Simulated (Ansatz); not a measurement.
# Co under changes of volume

One of the cells (10.688 Å³/atom); the others are scaled copies at fixed shape and fractional positions:

```
Co
1.0
     2.47056    0.00000    0.00000
    -1.23528    2.13957    0.00000
     0.00000    0.00000    8.08823
Co
4
Direct
  0.66667 0.33333 0.75000
  0.00000 0.00000 0.50000
  0.33333 0.66667 0.25000
  0.00000 0.00000 0.00000
```

| Quantity | Value |
| --- | --- |
| Program | Ansatz 0.2.0 |
| Functional | BPBE |
| Potentials or basis | Ansatz PAW |
| Cutoff | 420 eV (not typed: the program's choice for these potentials) |
| k mesh | 12 × 12 × 4 |
| Occupations | fermi-dirac, width 0.05 eV |
| Spin | collinear spin, ferromagnetic start |
| Starting moments | [2.0, 2.0, 2.0, 2.0] μB |

```tsv
volume (Å³/atom)	energy over the lowest point (meV/atom)	pressure (GPa)	moment (μB per cell)
10.047	49.71	20.0	6.23
10.261	27.13	14.2	6.36
10.475	11.68	9.0	6.49
10.688	2.77	4.2	6.58
10.902	0.00	-0.1	6.66
11.116	?	?	?
11.330	10.49	-7.5	6.78
```

Question: What does the run at 11.116 Å³/atom give?

Answer: Energy over the lowest point 2.78 meV/atom; pressure -4.0 GPa; moment 6.72 μB per cell.

Worked out: A Birch-Murnaghan fit of order 3 (a polynomial in V^(-2/3)) to the other rows has its minimum at 10.90 Å³/atom with B0 = V·E''(V) = 212 GPa and B' = 3.3 at fixed shape and positions, which overstates the stiffness. It gives 2.67 meV/atom at 11.116 Å³/atom, against the run's 2.78, and -dE/dV = -4.0 GPa, against -4.0. A parabola through the other rows of the moment, of slope 0.267 μB per Å³/atom there, gives 6.73 μB, against the run's 6.72.

Energies are extrapolated to zero smearing.

Caveats: the PAW data sets come from PBE, with cores solved anew for the run's functional, which leaves a small shift of forces and pressure.
